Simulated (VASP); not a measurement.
# MnO2 (P-3m1) in VASP: further runs, part 2 of 3

VASP 6.6.1.

### Step 3. Single point, r2SCAN, collinear spin, ferromagnetic start

INCAR reads:

```
SYSTEM = MnO2
ADDGRID = .False.
ALGO = Normal
EDIFF = 0.001
ENCUT = 460
ISIF = 2
ISMEAR = 0
ISPIN = 2
LASPH = .True.
LCHARG = .False.
LMAXMIX = 4
LMIXTAU = .True.
LORBIT = 11
LREAL = .False.
LWAVE = .False.
MAGMOM = 4 0 0
METAGGA = R2SCAN
NBANDS = 24
NELM = 100
PREC = Accurate
SIGMA = 0.05
```

KPOINTS reads:

```
k-points
0
Gamma
  5 5 3
  0 0 0
```

POSCAR reads:

```
MnO2
1.0
    2.8565781804      0.0000000000      0.0000000000
   -1.4282890902      2.4738692722      0.0000000000
    0.0000000000      0.0000000000      4.6013740589
Mn O
1 2
Direct
    0.0000000000      0.0000000000      0.5000000000
    0.3333333333      0.6666666667      0.7062925700
    0.6666666667      0.3333333333      0.2937074300
```

Potentials or basis: VASP PAW PBE potentials, release 64 (Mn_pv, O).

Launch:

```bash
cat potpaw_PBE.64/Mn_pv/POTCAR potpaw_PBE.64/O/POTCAR > POTCAR
mpirun -np 1 vasp_std > vasp.out
```

OUTCAR:

```text
SYSTEM = MnO2
   EDIFF = 0.001
   ENCUT = 460
   ISIF = 2
   ISMEAR = 0
   ISPIN = 2
   LASPH = .True.
   LORBIT = 11
   LREAL = .False.
   METAGGA = R2SCAN
   NELM = 100
   PREC = Accurate

 Found     12 irreducible k-points:

 Following reciprocal coordinates:
            Coordinates               Weight
  0.000000  0.000000  0.000000      1.000000
  0.200000  0.000000  0.000000      6.000000
  0.400000  0.000000  0.000000      6.000000
  0.200000  0.200000  0.000000      6.000000
  0.400000  0.200000  0.000000      6.000000
  0.000000  0.000000  0.333333      2.000000
   k-points           NKPTS =     12   k-points in BZ     NKDIM =     12   number of bands    NBANDS=     24
   number of dos      NEDOS =    301   number of ions     NIONS =      3
   total plane-waves  NPLWV =  12800
   dimension x,y,z NGX =    20 NGY =   20 NGZ =   32
   dimension x,y,z NGXF=    40 NGYF=   40 NGZF=   64
   ions per type =               1   2
   NGX,Y,Z   is equivalent  to a cutoff of  11.64, 11.64, 11.56 a.u.
   NGXF,Y,Z  is equivalent  to a cutoff of  23.28, 23.28, 23.12 a.u.
 SYSTEM =  MnO2
   PREC   = accura    normal or accurate (medium, high low for compatibility)
   ISTART =      0    job   : 0-new  1-cont  2-samecut
   ICHARG =      2    charge: 1-file 2-atom 10-const
   ISPIN  =      2    spin polarized calculation?
   LNONCOLLINEAR =      F non collinear calculations
   LSORBIT =      F    spin-orbit coupling
   LASPH  =      T    aspherical Exc in radial PAW
   ENCUT  =  460.0 eV  33.81 Ry    5.81 a.u.   5.00  5.00  8.05*2*pi/ulx,y,z
   NELM   =    100;   NELMIN=  2; NELMDL= -5     # of ELM steps
   EDIFF  = 0.1E-02   stopping-criterion for ELM
   LREAL  =      F    real-space projection
   EDIFFG = 0.1E-01   stopping-criterion for IOM
   NSW    =      0    number of steps for IOM
   IBRION =     -1    ionic relax: 0-MD 1-quasi-New 2-CG
   NFREE  =      0    steps in history (QN), initial steepest desc. (CG)
   ISIF   =      2    stress and relaxation
   ISYM   =      2    0-nonsym 1-usesym 2-fastsym
   POTIM  = 0.5000    time-step for ionic-motion
   TEBEG  =    0.0;   TEEND  =   0.0 temperature during run
   PSTRESS=    0.0 pullay stress
   NELECT =      25.0000    total number of electrons
   NUPDOWN=      -1.0000    fix difference up-down
   EMIN   =  10.00;   EMAX   =-10.00  energy-range for DOS
   EFERMI =   0.00;   METHOD = LEGACY
   ISMEAR =     0;   SIGMA  =   0.05  broadening in eV -4-tet -1-fermi 0-gaus
   EFERMI_NEDOS =   21; number of points for ismear=-14 and -15
   IALGO  =     38    algorithm
   IMIX   =      4    mixing-type and parameters
     AMIX     =   0.40;   BMIX     =  1.00
     AMIX_MAG =   1.60;   BMIX_MAG =  1.00
  volume/ion in A,a.u.               =      10.84        73.15
  Fermi-wavevector in a.u.,A,eV,Ry     =   1.499747  2.834111 30.602787  2.249241
  Thomas-Fermi vector in A             =   2.611337
   LORBIT       =     11    0 simple, 1 ext, 2 COOP (PROOUT), +10 PAW based schemes
   METAGGA = R2SCAN    functional components
   LHFCALC =     F    Hartree Fock is set to
   AEXX    =    0.0000 exact exchange contribution
   IVDW    =     0    specifies the selected vdW correction
   LEPSILON=     F    determine dielectric tensor
   LRPA    =     F    only Hartree local field effects (RPA)
 spin polarized calculation
 Gauss-broadening in eV      SIGMA  =   0.05
  energy-cutoff  :      460.00
  volume of cell :       32.52
 maximum number of plane-waves:       737
 NGX is ok and might be reduce to    20
   NGX =  9   NGY =  9   NGZ = 17

 number of electron      25.0000023 magnetization       3.0005961

 Free energy of the ion-electron system (eV)
  ---------------------------------------------------
  ext. energy  EPLUGINS =         0.00000000
  ---------------------------------------------------
  free energy    TOTEN  =       -32.53602791 eV

  energy without entropy =      -32.53602791  energy(sigma->0) =      -32.53602791

 E-fermi :   2.7872     XC(G=0): -11.5627

 val. band max:        2.4220810265   @ k =   0.0000   0.2000   0.3333
 cond. band min:       4.4133894963   @ k =   0.0000   0.0000   0.3333
 fundamental gap:      1.9913084698
 Fermi energy:         2.7871536607

 spin component 1

 k-point     1 :       0.0000    0.0000    0.0000
  band No.  band energies     occupation
      1     -49.7666      1.00000
      2     -49.7354      1.00000
      3     -49.7352      1.00000
      4     -17.7237      1.00000
      5     -15.4292      1.00000
      6      -3.7687      1.00000
[... 16 lines left out ...]
     23      26.0378      0.00000
     24      27.6667      0.00000

 k-point     2 :       0.2000    0.0000    0.0000
  band No.  band energies     occupation
      1     -49.7899      1.00000
      2     -49.7573      1.00000
      3     -49.7475      1.00000
      4     -17.2445      1.00000
      5     -15.5759      1.00000
      6      -3.4124      1.00000
[... 16 lines left out ...]
     23      25.5630      0.00000
     24      26.1332      0.00000

 k-point     3 :       0.4000    0.0000    0.0000
  band No.  band energies     occupation
      1     -49.8771      1.00000
      2     -49.7672      1.00000
      3     -49.7423      1.00000
      4     -16.3400      1.00000
      5     -15.8461      1.00000
      6      -4.0270      1.00000
[... 16 lines left out ...]
     23      24.6127      0.00000
     24      26.1277      0.00000
[... 28 lines left out ...]
 k-point     5 :       0.4000    0.2000    0.0000
  band No.  band energies     occupation
      1     -49.8726      1.00000
      2     -49.8049      1.00000
      3     -49.7377      1.00000
      4     -16.0107      1.00000
      5     -15.9484      1.00000
      6      -3.7566      1.00000
[... 16 lines left out ...]
     23      22.5698      0.00000
     24      26.1594      0.00000

 k-point     6 :       0.0000    0.0000    0.3333
  band No.  band energies     occupation
      1     -49.7667      1.00000
      2     -49.7354      1.00000
      3     -49.7352      1.00000
      4     -17.6366      1.00000
      5     -15.5721      1.00000
      6      -3.3235      1.00000
[... 16 lines left out ...]
     23      26.0871      0.00000
     24      26.7853      0.00000

 [... further k-points ...]

 spin component 2

 k-point     1 :       0.0000    0.0000    0.0000
  band No.  band energies     occupation
      1     -45.6338      1.00000
      2     -45.6337      1.00000
      3     -45.4347      1.00000
      4     -17.6671      1.00000
      5     -15.3868      1.00000
      6      -2.6234      1.00000
[... 16 lines left out ...]
     23      28.6684      0.00000
     24      28.7752      0.00000

 k-point     2 :       0.2000    0.0000    0.0000
  band No.  band energies     occupation
      1     -45.7029      1.00000
      2     -45.6487      1.00000
      3     -45.4218      1.00000
      4     -17.1863      1.00000
      5     -15.5252      1.00000
      6      -2.4070      1.00000
[... 16 lines left out ...]
     23      26.0918      0.00000
     24      27.9553      0.00000

 k-point     3 :       0.4000    0.0000    0.0000
  band No.  band energies     occupation
      1     -45.8134      1.00000
      2     -45.6727      1.00000
      3     -45.4009      1.00000
      4     -16.2806      1.00000
      5     -15.7885      1.00000
      6      -3.0441      1.00000
[... 16 lines left out ...]
     23      25.3391      0.00000
     24      27.7561      0.00000
[... 28 lines left out ...]
 k-point     5 :       0.4000    0.2000    0.0000
  band No.  band energies     occupation
      1     -45.8072      1.00000
      2     -45.7207      1.00000
      3     -45.3945      1.00000
      4     -15.9470      1.00000
      5     -15.8935      1.00000
      6      -2.8691      1.00000
[... 16 lines left out ...]
     23      23.2215      0.00000
     24      27.6965      0.00000

 k-point     6 :       0.0000    0.0000    0.3333
  band No.  band energies     occupation
      1     -45.6338      1.00000
      2     -45.6337      1.00000
      3     -45.4349      1.00000
      4     -17.5795      1.00000
      5     -15.5281      1.00000
      6      -2.2589      1.00000
[... 16 lines left out ...]
     23      27.6343      0.00000
     24      27.6344      0.00000

 [... further k-points ...]

------------------------ aborting loop because EDIFF is reached ----------------------------------------

  FORCE on cell =-STRESS in cart. coord.  units (eV):
  Direction    XX          YY          ZZ          XY          YZ          ZX
  --------------------------------------------------------------------------------------
  -------------------------------------------------------------------------------------
  Total       -0.0850008     -0.0850008     -0.1144614      0.0000000      0.0000000      0.0000000
  in kB       -4.1881602     -4.1881602     -5.6397415      0.0000000      0.0000000      0.0000000
  external PRESSURE =      -4.6720206 kB  Pullay stress =       0.0000000 kB

 VOLUME and BASIS-vectors are now :
 -----------------------------------------------------------------------------
  energy-cutoff  :      460.00
  volume of cell :       32.52
      direct lattice vectors                 reciprocal lattice vectors
     2.856578180  0.000000000  0.000000000     0.350069187  0.202112539  0.000000000
    -1.428289090  2.473869272  0.000000000     0.000000000  0.404225078  0.000000000
     0.000000000  0.000000000  4.601374059     0.000000000  0.000000000  0.217326387

 POSITION                                       TOTAL-FORCE (eV/Angst)
 -----------------------------------------------------------------------------------
      0.00000      0.00000      2.30069         0.000000      0.000000      0.000000
     -0.00000      1.64925      3.24992        -0.000000      0.000000     -0.009606
      1.42829      0.82462      1.35146         0.000000      0.000000      0.009606
 -----------------------------------------------------------------------------------
    total drift:                                0.000000     -0.000000      0.000000

  FREE ENERGIE OF THE ION-ELECTRON SYSTEM (eV)
  ---------------------------------------------------
  free  energy   TOTEN  =       -32.5360279127 eV

  energy  without entropy=      -32.5360279127  energy(sigma->0) =      -32.53602791

 total charge

# of ion       s       p       d       tot
------------------------------------------
    1        0.383   6.468   4.862  11.712
    2        1.595   3.449   0.000   5.043
    3        1.595   3.449   0.000   5.043
--------------------------------------------------
tot          3.572  13.365   4.862  21.799

 magnetization (x)

# of ion       s       p       d       tot
------------------------------------------
    1        0.030   0.039   2.869   2.938
    2        0.004   0.001   0.000   0.005
    3        0.004   0.001   0.000   0.005
--------------------------------------------------
tot          0.038   0.041   2.869   2.948
```

Run time: 84 s. Hardware: 1 thread of Intel Xeon Platinum 8375C at 2.90GHz (Ice Lake), shared host; peak memory 0.15 GiB.

The run converged, but some of its settings lie outside the range that counts as converged, so its numbers aren't taken as properties of the crystal.

Results:

```
Free energy                                           : -32.5360 eV
Pressure                                              : -0.5 GPa
Largest force                                         : 0.010 eV/Å
Band gap on the k mesh                                : 1.99 eV, indirect (least direct gap 2.03 eV)
Net moment                                            : 3.00 μB per cell
Site moments                                          : Mn +2.94; O +0.01 μB
Valence electrons inside the program's atomic spheres : Mn 11.71; O 5.04
```

Caveat: the k mesh is coarse (spacing up to 0.51 Å⁻¹), so the values aren't converged; the cutoff is under 1.25 times the usual one of these potentials, so pressure, stress and relaxed cells hold a basis-set (Pulay) error; the PAW data sets were made with another functional, which shifts forces and pressure a little; an odd mesh through Γ misses points on the zone boundary, where band edges often lie; a cell with one magnetic atom can't hold antiferromagnetic order, which such compounds often take.

(Continued in part 3 of 3.)
